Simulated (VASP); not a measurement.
# CdF2 (Fm-3m) in VASP: further runs

Aim: see how the results for CdF2 move with the level of theory and the settings. Levels: LDA, PBE, r2SCAN, TB-mBJ. Tasks: band structure.

All numbers are computed with VASP 6.6.1; they aren't measurements. Logs are shortened: lines on timing, memory, paths and dates and some standing lists are left out, and cuts for length are marked.

### Step 1. Starting point

The structure is cubic, space group Fm-3m (No. 225). The conventional cell has a = 5.388 Å, b = 5.388 Å, c = 5.388 Å, α = 90.00°, β = 90.00°, γ = 90.00°. Cd (site symmetry m-3m) is surrounded by 8 F at 2.33 Å. F (site symmetry -43m) is surrounded by 4 Cd at 2.33 Å.

### Step 2. Band structure, LDA

POSCAR

```
CdF2
1.0
    0.0000000000      2.6940000000      2.6940000000
    2.6940000000      0.0000000000      2.6940000000
    2.6940000000      2.6940000000      0.0000000000
Cd F
1 2
Direct
    0.0000000000      0.0000000000      0.0000000000
    0.7500000000      0.7500000000      0.7500000000
    0.2500000000      0.2500000000      0.2500000000
```

INCAR.step1

```
SYSTEM = CdF2
PREC     = Accurate       ! precision mode
ENCUT    = 520            ! plane-wave cutoff, eV
EDIFF    = 1E-6           ! SCF threshold, eV
ISMEAR   = 0              ! smearing method
SIGMA    = 0.02           ! smearing width, eV
LREAL    = .False.        ! projectors in reciprocal space
LASPH    = .True.         ! aspherical terms in the spheres
NELM     = 80             ! most SCF steps
ALGO     = Normal         ! electronic algorithm
ISIF     = 2              ! what is computed and relaxed
LWAVE    = .False.        ! write WAVECAR
LCHARG   = .True.         ! write CHGCAR
```

KPOINTS.step1

```
regular mesh
0
Gamma
  10 10 10
  0 0 0
```

INCAR.step2

```
SYSTEM = CdF2
PREC     = Accurate       ! precision mode
ENCUT    = 520            ! plane-wave cutoff, eV
EDIFF    = 1E-6           ! SCF threshold, eV
ISMEAR   = 0              ! smearing method
SIGMA    = 0.05           ! smearing width, eV
LREAL    = .False.        ! projectors in reciprocal space
LASPH    = .True.         ! aspherical terms in the spheres
NELM     = 80             ! most SCF steps
ALGO     = Normal         ! electronic algorithm
ISIF     = 2              ! what is computed and relaxed
LWAVE    = .False.        ! write WAVECAR
LCHARG   = .False.        ! write CHGCAR
ICHARG   = 11             ! starting density
```

KPOINTS.step2

```
path GXWKGLUWLK,UX
10
line-mode
reciprocal
 0.0000000000  0.0000000000  0.0000000000  G
 0.5000000000  0.0000000000  0.5000000000  X

 0.5000000000  0.0000000000  0.5000000000  X
 0.5000000000  0.2500000000  0.7500000000  W

 0.5000000000  0.2500000000  0.7500000000  W
 0.3750000000  0.3750000000  0.7500000000  K

 0.3750000000  0.3750000000  0.7500000000  K
 0.0000000000  0.0000000000  0.0000000000  G

 0.0000000000  0.0000000000  0.0000000000  G
 0.5000000000  0.5000000000  0.5000000000  L

 0.5000000000  0.5000000000  0.5000000000  L
 0.6250000000  0.2500000000  0.6250000000  U

 0.6250000000  0.2500000000  0.6250000000  U
 0.5000000000  0.2500000000  0.7500000000  W

 0.5000000000  0.2500000000  0.7500000000  W
 0.5000000000  0.5000000000  0.5000000000  L

 0.5000000000  0.5000000000  0.5000000000  L
 0.3750000000  0.3750000000  0.7500000000  K

 0.6250000000  0.2500000000  0.6250000000  U
 0.5000000000  0.0000000000  0.5000000000  X
```

Potentials or basis: VASP PAW LDA potentials, release 64 (Cd, F).

On the command line:

```console
$ cat potpaw_LDA.64/Cd/POTCAR potpaw_LDA.64/F/POTCAR > POTCAR
$ cp INCAR.step1 INCAR
$ cp KPOINTS.step1 KPOINTS
$ mpirun -np 1 vasp_std > vasp.out
$ cp INCAR.step2 INCAR
$ cp KPOINTS.step2 KPOINTS
$ mpirun -np 1 vasp_std > vasp.out
```

OUTCAR:

```text
SYSTEM = CdF2
   PREC = Accurate
   ENCUT = 520
   EDIFF = 1E-6
   ISMEAR = 0
   LREAL = .False.
   LASPH = .True.
   NELM = 80
   ISIF = 2
   ICHARG = 11

 ion  position               nearest neighbor table
   1  0.000  0.000  0.000-   2 2.33   2 2.33   2 2.33   2 2.33   3 2.33   3 2.33   3 2.33   3 2.33

   2  0.750  0.750  0.750-   1 2.33   1 2.33   1 2.33   1 2.33
   3  0.250  0.250  0.250-   1 2.33   1 2.33   1 2.33   1 2.33

  LATTYP: Found a face centered cubic cell.
 ALAT       =     5.3880000000

  Lattice vectors:

 A1 = (   0.0000000000,   2.6940000000,   2.6940000000)
 A2 = (   2.6940000000,   0.0000000000,   2.6940000000)
 A3 = (   2.6940000000,   2.6940000000,   0.0000000000)

Analysis of symmetry for initial positions (statically):
=====================================================================
 Subroutine PRICEL returns:
 Original cell was already a primitive cell.

 Routine SETGRP: Setting up the symmetry group for a
 face centered cubic supercell.

 Subroutine GETGRP returns: Found 48 space group operations
 (whereof 48 operations were pure point group operations)
 out of a pool of 48 trial point group operations.

The static configuration has the point symmetry O_h .

Analysis of symmetry for dynamics (positions and initial velocities):
=====================================================================
 Subroutine PRICEL returns:
 Original cell was already a primitive cell.

 Routine SETGRP: Setting up the symmetry group for a
 face centered cubic supercell.

 Subroutine GETGRP returns: Found 48 space group operations
 (whereof 48 operations were pure point group operations)
 out of a pool of 48 trial point group operations.

The dynamic configuration has the point symmetry O_h .

 Subroutine INISYM returns: Found 48 space group operations
 (whereof 48 operations are pure point group operations),
 and found     1 'primitive' translations

----------------------------------------------------------------------------------------

                                     Primitive cell

  volume of cell :      39.1041

  direct lattice vectors                    reciprocal lattice vectors
     0.000000000  2.694000000  2.694000000    -0.185597624  0.185597624  0.185597624
     2.694000000  0.000000000  2.694000000     0.185597624 -0.185597624  0.185597624
     2.694000000  2.694000000  0.000000000     0.185597624  0.185597624 -0.185597624

  length of vectors
     3.809891337  3.809891337  3.809891337     0.321464515  0.321464515  0.321464515

  position of ions in fractional coordinates (direct lattice)
     0.000000000  0.000000000  0.000000000
     0.750000000  0.750000000  0.750000000
     0.250000000  0.250000000  0.250000000

  ion indices of the primitive-cell ions
   primitive index   ion index
                 1           1
                 2           2
                 3           3

----------------------------------------------------------------------------------------

 KPOINTS: path GXWKGLUWLK,UX

Interpolating k-points between supplied coordinates.

 Line segments in fractional coordinates (reciprocal lattice):
    0.000000  0.000000  0.000000  ...  0.500000  0.000000  0.500000
    0.500000  0.000000  0.500000  ...  0.500000  0.250000  0.750000
    0.500000  0.250000  0.750000  ...  0.375000  0.375000  0.750000
    0.375000  0.375000  0.750000  ...  0.000000  0.000000  0.000000
    0.000000  0.000000  0.000000  ...  0.500000  0.500000  0.500000
    0.500000  0.500000  0.500000  ...  0.625000  0.250000  0.625000
    0.625000  0.250000  0.625000  ...  0.500000  0.250000  0.750000
    0.500000  0.250000  0.750000  ...  0.500000  0.500000  0.500000
    0.500000  0.500000  0.500000  ...  0.375000  0.375000  0.750000
    0.625000  0.250000  0.625000  ...  0.500000  0.000000  0.500000

 Generated    10 points on each line segment, for a total of    100 k-points:

 Following reciprocal coordinates:
            Coordinates               Weight
  0.000000  0.000000  0.000000      0.010000
  0.055556  0.000000  0.055556      0.010000
  0.111111  0.000000  0.111111      0.010000
  0.166667  0.000000  0.166667      0.010000
  0.222222  0.000000  0.222222      0.010000
  0.277778  0.000000  0.277778      0.010000
[... 16 lines left out ...]
  0.472222  0.277778  0.750000      0.010000
  0.458333  0.291667  0.750000      0.010000
 [... further k-points ...]
   k-points           NKPTS =    100   k-points in BZ     NKDIM =    100   number of bands    NBANDS=     17
   number of dos      NEDOS =    301   number of ions     NIONS =      3
   total plane-waves  NPLWV =  21952
   dimension x,y,z NGX =    28 NGY =   28 NGZ =   28
   dimension x,y,z NGXF=    56 NGYF=   56 NGZF=   56
   ions per type =               1   2
   NGX,Y,Z   is equivalent  to a cutoff of  12.22, 12.22, 12.22 a.u.
   NGXF,Y,Z  is equivalent  to a cutoff of  24.44, 24.44, 24.44 a.u.
 SYSTEM =  CdF2
   PREC   = accura    normal or accurate (medium, high low for compatibility)
   ISTART =      0    job   : 0-new  1-cont  2-samecut
   ICHARG =     11    charge: 1-file 2-atom 10-const
   ISPIN  =      1    spin polarized calculation?
   LNONCOLLINEAR =      F non collinear calculations
   LSORBIT =      F    spin-orbit coupling
   LASPH  =      T    aspherical Exc in radial PAW
   ENCUT  =  520.0 eV  38.22 Ry    6.18 a.u.   7.08  7.08  7.08*2*pi/ulx,y,z
   NELM   =     80;   NELMIN=  2; NELMDL=  0     # of ELM steps
   EDIFF  = 0.1E-05   stopping-criterion for ELM
   LREAL  =      F    real-space projection
   EDIFFG = 0.1E-04   stopping-criterion for IOM
   NSW    =      0    number of steps for IOM
   IBRION =     -1    ionic relax: 0-MD 1-quasi-New 2-CG
   NFREE  =      0    steps in history (QN), initial steepest desc. (CG)
   ISIF   =      2    stress and relaxation
   ISYM   =      2    0-nonsym 1-usesym 2-fastsym
   POTIM  = 0.5000    time-step for ionic-motion
   TEBEG  =    0.0;   TEEND  =   0.0 temperature during run
   PSTRESS=    0.0 pullay stress
   NELECT =      26.0000    total number of electrons
   NUPDOWN=      -1.0000    fix difference up-down
   EMIN   =  10.00;   EMAX   =-10.00  energy-range for DOS
   EFERMI =   0.00;   METHOD = LEGACY
   ISMEAR =     0;   SIGMA  =   0.05  broadening in eV -4-tet -1-fermi 0-gaus
   EFERMI_NEDOS =   21; number of points for ismear=-14 and -15
   IALGO  =     38    algorithm
   IMIX   =      4    mixing-type and parameters
     AMIX     =   0.40;   BMIX     =  1.00
     AMIX_MAG =   1.60;   BMIX_MAG =  1.00
  volume/ion in A,a.u.               =      13.03        87.96
  Fermi-wavevector in a.u.,A,eV,Ry     =   1.428867  2.700166 27.778468  2.041660
  Thomas-Fermi vector in A             =   2.548882
   LORBIT       =      0    0 simple, 1 ext, 2 COOP (PROOUT), +10 PAW based schemes
   GGA     = CA    functional components
   LHFCALC =     F    Hartree Fock is set to
   AEXX    =    0.0000 exact exchange contribution
   IVDW    =     0    specifies the selected vdW correction
   LEPSILON=     F    determine dielectric tensor
   LRPA    =     F    only Hartree local field effects (RPA)
 non-spin polarized calculation
 Gauss-broadening in eV      SIGMA  =   0.05
  energy-cutoff  :      520.00
  volume of cell :       39.10
 maximum number of plane-waves:      1067

 number of electron      25.9999989 magnetization

 Free energy of the ion-electron system (eV)
  ---------------------------------------------------
  ext. energy  EPLUGINS =         0.00000000
  ---------------------------------------------------
  free energy    TOTEN  =       -12.74345170 eV

  energy without entropy =      -12.74345170  energy(sigma->0) =      -12.74345170

 E-fermi :  -1.4141     XC(G=0): -11.1271

 val. band max:       -1.6622321318   @ k =   0.5000   0.2500   0.7500
 cond. band min:       1.1351677964   @ k =   0.0000   0.0000   0.0000
 fundamental gap:      2.7973999282
 Fermi energy:        -1.4141155868

 k-point     1 :       0.0000    0.0000    0.0000
  band No.  band energies     occupation
      1     -22.1083      2.00000
      2     -20.9263      2.00000
      3      -7.3070      2.00000
      4      -7.3070      2.00000
      5      -7.3070      2.00000
      6      -6.0147      2.00000
[... 9 lines left out ...]
     16      10.6459      0.00000
     17      10.6459      0.00000

 k-point     2 :       0.0556    0.0000    0.0556
  band No.  band energies     occupation
      1     -22.0938      2.00000
      2     -20.9385      2.00000
      3      -7.2894      2.00000
      4      -7.2894      2.00000
      5      -7.2622      2.00000
      6      -6.0311      2.00000
[... 9 lines left out ...]
     16      10.7038      0.00000
     17      10.7038      0.00000

 k-point     3 :       0.1111    0.0000    0.1111
  band No.  band energies     occupation
      1     -22.0526      2.00000
      2     -20.9745      2.00000
      3      -7.2366      2.00000
      4      -7.2366      2.00000
      5      -7.1325      2.00000
      6      -6.0836      2.00000
[... 9 lines left out ...]
     16      10.8675      0.00000
     17      10.8675      0.00000

 k-point     4 :       0.1667    0.0000    0.1667
  band No.  band energies     occupation
      1     -21.9889      2.00000
      2     -21.0296      2.00000
      3      -7.1489      2.00000
      4      -7.1489      2.00000
      5      -6.9316      2.00000
      6      -6.1801      2.00000
[... 9 lines left out ...]
     16      11.1095      0.00000
     17      11.1095      0.00000
[... 343 lines left out ...]
      1     -21.4790      2.00000
      2     -21.4560      2.00000
      3      -6.7239      2.00000
      4      -6.3416      2.00000
      5      -6.3043      2.00000
      6      -6.1601      2.00000
[... 9 lines left out ...]
     16       9.5285      0.00000
     17       9.9529      0.00000

 k-point    23 :       0.4722    0.2778    0.7500
  band No.  band energies     occupation
      1     -21.4894      2.00000
      2     -21.4462      2.00000
      3      -6.7464      2.00000
      4      -6.3226      2.00000
      5      -6.3157      2.00000
      6      -6.1608      2.00000
[... 9 lines left out ...]
     16       9.3630      0.00000
     17      10.2448      0.00000

 k-point    24 :       0.4583    0.2917    0.7500
  band No.  band energies     occupation
      1     -21.4984      2.00000
      2     -21.4376      2.00000
      3      -6.7766      2.00000
      4      -6.3461      2.00000
      5      -6.2782      2.00000
      6      -6.1554      2.00000
[... 9 lines left out ...]
     16       9.2283      0.00000
     17      10.5509      0.00000

 [... further k-points ...]

------------------------ aborting loop because EDIFF is reached ----------------------------------------

  FORCE on cell =-STRESS in cart. coord.  units (eV):
  Direction    XX          YY          ZZ          XY          YZ          ZX
  --------------------------------------------------------------------------------------
  -------------------------------------------------------------------------------------
  Total       -0.6905400     -0.6905400     -0.6905400     -0.0000000     -0.0000000      0.0000000
  in kB      -28.2928465    -28.2928465    -28.2928465     -0.0000000     -0.0000000      0.0000000
  external PRESSURE =     -28.2928465 kB  Pullay stress =       0.0000000 kB

 VOLUME and BASIS-vectors are now :
 -----------------------------------------------------------------------------
  energy-cutoff  :      520.00
  volume of cell :       39.10
      direct lattice vectors                 reciprocal lattice vectors
     0.000000000  2.694000000  2.694000000    -0.185597624  0.185597624  0.185597624
     2.694000000  0.000000000  2.694000000     0.185597624 -0.185597624  0.185597624
     2.694000000  2.694000000  0.000000000     0.185597624  0.185597624 -0.185597624

 POSITION                                       TOTAL-FORCE (eV/Angst)
 -----------------------------------------------------------------------------------
      0.00000      0.00000      0.00000         0.000000     -0.000000      0.000000
      4.04100      4.04100      4.04100        -0.000000     -0.000000      0.000000
      1.34700      1.34700      1.34700        -0.000000      0.000000     -0.000000
 -----------------------------------------------------------------------------------
    total drift:                                0.000000      0.000000      0.000000

  FREE ENERGIE OF THE ION-ELECTRON SYSTEM (eV)
  ---------------------------------------------------
  free  energy   TOTEN  =       -12.7434516953 eV

  energy  without entropy=      -12.7434516953  energy(sigma->0) =      -12.74345170
```

Run time: 21 s. Hardware: 1 thread of Intel Xeon 6975P-C (Granite Rapids), shared host; peak memory 0.18 GiB.

What came out:

```
Band gap on the k mesh  : 2.80 eV, indirect (least direct gap 3.28 eV)
Band gap along the path : 2.80 eV, indirect (least direct gap 3.28 eV)
```

Levels at the corners of the path, in eV from the valence-band top:
```csv
point,band 11,band 12,band 13,band 14,band 15,band 16
Γ,-0.48,-0.48,-0.48,2.80,12.31,12.31
X,-0.52,-0.09,-0.09,7.75,9.34,11.45
X,-0.52,-0.09,-0.09,7.75,9.34,11.45
W,-1.57,-0.61,0.00,7.83,11.07,11.37
W,-1.57,-0.61,0.00,7.83,11.07,11.37
K,-0.98,-0.36,-0.20,7.72,10.43,10.73
K,-0.98,-0.36,-0.20,7.72,10.43,10.73
Γ,-0.48,-0.48,-0.48,2.80,12.31,12.31
Γ,-0.48,-0.48,-0.48,2.80,12.31,12.31
L,-1.90,-0.39,-0.39,6.95,8.79,14.14
L,-1.90,-0.39,-0.39,6.95,8.79,14.14
U,-0.98,-0.36,-0.20,7.72,10.43,10.73
U,-0.98,-0.36,-0.20,7.72,10.43,10.73
W,-1.57,-0.61,0.00,7.83,11.07,11.37
W,-1.57,-0.61,0.00,7.83,11.07,11.37
L,-1.90,-0.39,-0.39,6.95,8.79,14.14
L,-1.90,-0.39,-0.39,6.95,8.79,14.14
K,-0.98,-0.36,-0.20,7.72,10.43,10.73
U,-0.98,-0.36,-0.20,7.72,10.43,10.73
X,-0.52,-0.09,-0.09,7.75,9.34,11.45
```

Caveat: the log is that of the step along the path at fixed density, whose energy, stress, charges and moments have no meaning.

(Part 1 of 2 ends here.)
